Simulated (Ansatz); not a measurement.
Crystal: Sn.

```xyz
1
Lattice="-1.8911 1.8978 1.8732 1.8971 -1.9215 1.9029 1.8832 1.9136 -1.8969" Properties=species:S:1:pos:R:3 pbc="T T T"
Sn    0.0000    0.0000    0.0000
```

This isn't the form of Sn at room conditions, which is tetragonal (white tin).

The cell isn't the ideal one: cell sheared at random, sigma 0.01, atoms nudged by 0.01 Å.

| Item | Value |
| --- | --- |
| Program | Ansatz 0.2.0 |
| Task | relaxation of cell and atoms |
| Functional | PBEsol |
| Potentials or basis | Ansatz PAW |
| Cutoff | 420 eV (not typed: the program's choice for these potentials) |
| k mesh | 10 × 10 × 10 |
| Occupations | fermi-dirac, width 0.05 eV |
| Spin | no spin polarisation |

At the start: volume 27.20 Å³/atom.

Task: How do energy, volume and symmetry change on relaxing?

Result: It ends after 14 steps and the volume is 26.25 Å³/atom (-3.5 %); space group I4/mmm (No. 139, to 0.05 Å).

The path:
| step | energy change (eV) | largest force (eV/Å) | volume (Å³) |
| --- | --- | --- | --- |
| 1 | 0.0000 | 0.0000 | 27.20 |
| 2 | -0.0093 | 0.0000 | 25.95 |
| 3 | -0.0096 | 0.0000 | 25.99 |
| 4 | -0.0103 | 0.0000 | 26.01 |
| 5 | -0.0116 | 0.0000 | 26.03 |
| 6 | -0.0165 | 0.0000 | 26.14 |
| 7 | -0.0174 | 0.0000 | 26.29 |
| 8 | -0.0216 | 0.0000 | 26.23 |
| 9 | -0.0226 | 0.0000 | 26.21 |
| 10 | -0.0229 | 0.0000 | 26.21 |
| 11 | -0.0234 | 0.0000 | 26.23 |
| 12 | -0.0234 | 0.0000 | 26.27 |
| 13 | -0.0234 | 0.0000 | 26.25 |
| 14 | -0.0235 | 0.0000 | 26.25 |

Final structure:
```xyz
1
Lattice="-1.9899 1.9890 1.6587 1.9896 -1.9914 1.6555 1.9900 1.9914 -1.6569" Properties=species:S:1:pos:R:3 pbc="T T T"
Sn    0.0000    0.0000    0.0000
```

Caveat: the plane-wave basis is chosen anew once the cell has moved, so the energies of steps on either side of that aren't comparable; the PAW data sets come from PBE, with cores solved anew for the run's functional, which leaves a small shift of forces and pressure.
